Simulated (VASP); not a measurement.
Runs of VASP 6.6.1 on TiO2. Symmetry: P4_2/mnm, No. 136, tetragonal system. The conventional cell has a = 4.600 Å, b = 4.600 Å, c = 2.959 Å, α = 90.00°, β = 90.00°, γ = 90.00°. Ti (site symmetry mmm) has 6 O at 1.95 to 1.98 Å as nearest neighbours. Around O (site symmetry m2m) lie 3 Ti at 1.95 to 1.98 Å. The cell is a database's computed one.

```csv
task,level,cell,cutoff (eV),smearing,gap on the mesh (eV),pressure (GPa),relaxed volume (Å³/atom),largest force (eV/Å)
relaxation of cell and atoms,RPBE+D4,relaxed,600,fermi-dirac 0.05 eV,1.87,0.0,10.42,0.01
relaxation of cell and atoms,revPBE+D3(BJ),relaxed,600,fermi-dirac 0.05 eV,1.85,0.0,10.45,-
single point,PBE,as given,520,gaussian 0.014 eV,1.84,4.9,-,0.02
relaxation of cell and atoms,RPBE+D3,relaxed,600,fermi-dirac 0.05 eV,1.84,0.1,(a),-
relaxation of cell and atoms,revPBE+D4,relaxed,600,fermi-dirac 0.05 eV,1.87,0.0,10.39,-
relaxation of cell and atoms,revPBE+D3,relaxed,600,fermi-dirac 0.05 eV,1.84,0.0,10.61,-
relaxation of cell and atoms,RPBE+D3(BJ),relaxed,600,fermi-dirac 0.05 eV,(b),0.0,9.97,0.01
relaxation of cell and atoms,PBEsol+rVV10,relaxed,600,fermi-dirac 0.05 eV,1.83,0.1,10.31,0.01
relaxation of cell and atoms,PBEsol+D4,relaxed,600,fermi-dirac 0.05 eV,1.84,0.0,(c),-
```

Alike in all rows: potentials or basis VASP PAW PBE potentials, release 64 (Ti_sv, O); no spin polarisation; k mesh 6 × 6 × 9.

Task: Fill in the values left out.

Result: (a) 10.67; (b) 1.92; (c) 10.24.

Caveats: an odd mesh through Γ misses points on the zone boundary, where band edges often lie; the PAW data sets were made with another functional, which shifts forces and pressure a little (some runs).
